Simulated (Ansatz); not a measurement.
## Cs under changes of volume

One of the cells (122.477 Å³/atom); the others are scaled copies at fixed shape and fractional positions:

```
Cs
1.0
    -3.12847    3.12847    3.12847
     3.12847   -3.12847    3.12847
     3.12847    3.12847   -3.12847
Cs
1
Direct
  0.00000 0.00000 0.00000
```

```yaml
Program: Ansatz 0.2.0
Functional: r2SCAN
Potentials_or_basis: Ansatz PAW
Cutoff: "500 eV (not typed: the program's choice for these potentials)"
k_mesh: 6 × 6 × 6
Occupations: fermi-dirac, width 0.05 eV
Spin: no spin polarisation
```

```csv
volume (Å³/atom),energy over the lowest point (meV/atom),pressure (GPa)
115.128,?,?
117.578,2.20,0.1
120.027,0.85,0.1
122.477,0.13,0.0
124.926,0.00,0.0
127.376,0.41,0.0
129.825,1.31,-0.1
```

What does the run at 115.128 Å³/atom give?

Energy over the lowest point 4.26 meV/atom; pressure 0.2 GPa.

Worked out: A Birch-Murnaghan fit of order 3 (a polynomial in V^(-2/3)) to the other rows has its minimum at 124.27 Å³/atom with B0 = V·E''(V) = 1.8 GPa and B' = 3.2. It gives 4.25 meV/atom at 115.128 Å³/atom, against the run's 4.26, and -dE/dV = 0.2 GPa, against 0.2.

Energies are extrapolated to zero smearing.

Caveats: the PAW data sets come from PBE, with cores solved anew for the run's functional, which leaves a small shift of forces and pressure.
